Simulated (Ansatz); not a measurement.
# Al6Pt: a trial structure relaxed, part 2 of 2

Where does this trial cell of Al6Pt go when cell and atoms are let free?

Ansatz 0.2.0; DFT PBE, scalar-relativistic, plane waves, PAW. Earlier steps stand in the parts before.

**4. Final relaxation**

The end of the coarse run is made exact in the group found at a tolerance of 0.06 Å and reduced to its primitive cell.

Input file input.yaml:

```yaml
crystal:
  lattice:
    - [-3.5619515147, 3.5619515147, 3.5619515147]
    - [3.5619515147, -3.5619515147, 3.5619515147]
    - [3.5619515147, 3.5619515147, -3.5619515147]
  atoms:
    - { symbol: Al, position: [0.667654925, 0.667654925, 0.0] }
    - { symbol: Al, position: [0.332345075, 0.332345075, 0.0] }
    - { symbol: Al, position: [0.0, 0.332345075, 0.332345075] }
    - { symbol: Al, position: [0.0, 0.667654925, 0.667654925] }
    - { symbol: Al, position: [0.667654925, 0.0, 0.667654925] }
    - { symbol: Al, position: [0.332345075, 0.0, 0.332345075] }
    - { symbol: Pt, position: [0.0, 0.0, 0.0] }
basis:
  ecutwfc: 420
kpoints:
  mp_grid: { grid: [8, 8, 8] }
hamiltonian:
  xc: pbe
scf:
  occupations: { method: gaussian, width: 0.1 }
output:
  forces: true
  stress: true
  eigenvalues: true
  write_density: true
  write_potential: true
  elf: true
  volumetric_format: npy
relax:
  adjacent_minimum: "off"
  f_tol: 0.01
  max_steps: 80
  cell: { stress_tol: 0.05 }
```

Launch:

```bash
$ ansatz run input.yaml --threads 1 --pin off --max-ram 2048MiB --backend cpu --events-out ev --progress --plain --runs-dir out
```

Output, shortened:

```text
Warning: RAYON_NUM_THREADS=1 ignored (pool sized by the plan → 1); use --threads N
[...]
Pseudopotentials: kind: paw
Pseudopotential: Al, paw, valence charge 3, recommended cutoff 420 eV (normal), Al.paw.azcp
Pseudopotential: Pt, paw, valence charge 18, recommended cutoff 420 eV (normal), Pt.paw.azcp
Functional definition: PBE
[...]
Crystal: 7 atoms, lattice volume = 180.769 Å³
Basis set: ecut = 420 eV, 3511 PW (Γ), exchange–correlation on 90×90×90 points (8 copies of the dense FFT grid, shifted against one another)
Bands: 25, of which v1, the nominal top of the filled ones, is band 18 counted from 1 (17 counted from 0)
Symmetry: 48 space group operations
Space group: Im-3m (ITA 229), of the structure as read, at distance tolerance 5.7e-5 Å
k-points: 29 of 512
[...]
SCF iter   1: F=—  HF=-15745.897534 eV  |F-HF|=—  |Δ(HF+E_count)|=         —  Δρ=3.34e-3  dr2=6.98e-2  ethr=1.77e-3  ⟨swp⟩=6.5  Hψ=3765  notcnv=0
[...]
  F+E_penalty+E_count = -15745.88341614 eV   max|allowed force component| = 9.514e-3 eV/Å   (the final SCF, on the basis selected at the relaxed cell)
  cell:  # Å, volume = 181.3560 Å³
    - [-3.5658030357315447, 3.5658030357315447, 3.5658030357315447]
    - [3.5658030357315447, -3.5658030357315447, 3.5658030357315447]
    - [3.5658030357315447, 3.5658030357315447, -3.5658030357315447]
  atoms:
    - { symbol: Al, position: [0.6675914465413099, 0.6675914465413099, 6.522521039446136e-21] }
    - { symbol: Al, position: [0.33240855345869014, 0.33240855345869014, 6.522521039446138e-21] }
    - { symbol: Al, position: [8.696694719261585e-21, 0.33240855345869014, 0.33240855345869014] }
    - { symbol: Al, position: [8.696694719261559e-21, 0.6675914465413099, 0.6675914465413099] }
    - { symbol: Al, position: [0.6675914465413099, 4.34834735963075e-21, 0.6675914465413099] }
    - { symbol: Al, position: [0.33240855345869014, 4.3483473596307586e-21, 0.33240855345869014] }
    - { symbol: Pt, position: [8.696694719261571e-21, 4.348347359630809e-21, 6.522521039446195e-21] }
```

Run time: 39 s. Hardware: 1 thread of Arm Neoverse N1, shared host; peak memory 0.46 GiB.

The steps of the relaxation:

```csv
step,energy from step 1 (eV/cell),largest force component (eV/Å),pressure (GPa),volume (Å³)
1,0.0000,0.0155,0.20,180.77
2,-0.0002,0.0095,0.00,181.36
3,-0.0004,0.0095,0.00,181.36
```

Step 1 is the start. Step 3 repeats the geometry before it on a plane-wave basis chosen anew for that cell, so its energy need not be comparable with the rows above.

Lengths and angles in the start's conventional setting:

|  | before | after | change |
| --- | --- | --- | --- |
| a (Å) | 7.124 | 7.132 | +0.1 % |
| b (Å) | 7.124 | 7.132 | +0.1 % |
| c (Å) | 7.124 | 7.132 | +0.1 % |
| volume (Å³/atom) | 25.82 | 25.91 | +0.3 % |
| shortest distance (Å) | 2.368 | 2.371 | +0.1 % |
| space group (0.01 Å) | Im-3m | Im-3m | same |

Forces and stress were held to the start's 48 operations: a distortion of lower symmetry was not tested.

The maps below are laid out on this run's own conventional cell (a, b, c = 7.132, 7.132, 7.132 Å).

Density in a lattice plane of the grid's cell (edges 7.13 and 7.13 Å, at 0.000 of the third edge), which holds Al and Pt.

Values in e/Å³, 12 rows by 12 columns:
```
 5.13  1.81  0.38  0.22  0.11  0.22  0.27  0.22  0.11  0.22  0.38  1.79
 0.59  0.38  0.18  0.12  0.11  0.12  0.12  0.11  0.11  0.12  0.18  0.38
 0.19  0.22  0.12  0.06  0.05  0.06  0.07  0.06  0.05  0.06  0.12  0.22
 0.07  0.11  0.11  0.05  0.06  0.09  0.12  0.09  0.06  0.05  0.11  0.11
 0.20  0.22  0.12  0.06  0.09  0.20  0.27  0.20  0.09  0.06  0.11  0.22
 0.40  0.27  0.12  0.07  0.12  0.27  0.40  0.27  0.12  0.07  0.12  0.27
 0.20  0.22  0.11  0.06  0.09  0.20  0.27  0.20  0.09  0.06  0.12  0.22
 0.07  0.11  0.11  0.05  0.06  0.09  0.12  0.09  0.06  0.05  0.11  0.11
 0.19  0.22  0.12  0.06  0.05  0.06  0.07  0.06  0.05  0.06  0.12  0.22
 0.59  0.38  0.18  0.12  0.11  0.11  0.12  0.12  0.11  0.12  0.18  0.38
 5.13  1.79  0.38  0.22  0.11  0.22  0.27  0.22  0.11  0.22  0.38  1.81
12.05  5.13  0.59  0.19  0.07  0.20  0.40  0.20  0.07  0.19  0.59  5.13
```
Columns run along the first of these edges and rows up along the second, over one cell in 12 and 12 even steps from the bottom left corner. Atoms in the plane (fractional): Al at (0.00, 0.67), Al at (0.00, 0.33), Al at (0.33, 0.00), Al at (0.67, 0.00), Pt at (0.00, 0.00).

ELF in the same plane.

Ten even steps from '0' (0.10) to '9' (0.95):
```
665347400059995000474356
443346631479997413664334
333445554567776545554433
666654333344444333345666
136653211122222111235663
201442111234443211124410
300443112467776421134400
025653224689998642235652
999863236899999853236899
999863236899999863236899
999863235899999863236899
025653224689998642235652
300443112467776421134400
201442111234443211124410
136653211122222111235663
666654333344444333345666
333445554567776545554433
443346631479997413664334
665347400059995000474356
665346115039993051164356
```
Columns run along the first of these edges and rows up along the second, over one cell in 24 and 20 even steps from the bottom left corner. Atoms in the plane (fractional): Al at (0.00, 0.67), Al at (0.00, 0.33), Al at (0.33, 0.00), Al at (0.67, 0.00), Pt at (0.00, 0.00).

Both are smooth fields of the valence electrons: close to the nuclei they are not physical.

The highest ELF values outside the cores: 0.95 on the Al–Al line, 1.2 Å from Al; 0.74 beside Al, off the lines to its neighbours, 1.0 Å from Al.

**5. Results**

This closing draws on all 2 parts. Changes of volume or cell count from the first structure of part 1.

```
                              quantity                                                                      value
symmetry at the end (tolerance 0.05 Å)                                                space group Im-3m (No. 229)
                     conventional cell  a = 7.132 Å, b = 7.132 Å, c = 7.132 Å, α = 90.00°, β = 90.00°, γ = 90.00°
                                volume                                                              25.91 Å³/atom
              energy over the elements                                                              +0.31 eV/atom
                       gap on the mesh                                                               none (metal)
```

In words: The space group Im-3m (No. 229) is kept, and the volume per atom grows by 62.0 % from the first guess. With a positive formation energy it can't be a ground state. No finished test with a distortion of lower symmetry is shown, so the end may be a saddle point. The runs treat Pt without spin-orbit coupling. Where forces pass 15 eV/Å atoms stand far too close, the PAW spheres overlap strongly and those numbers are rough.
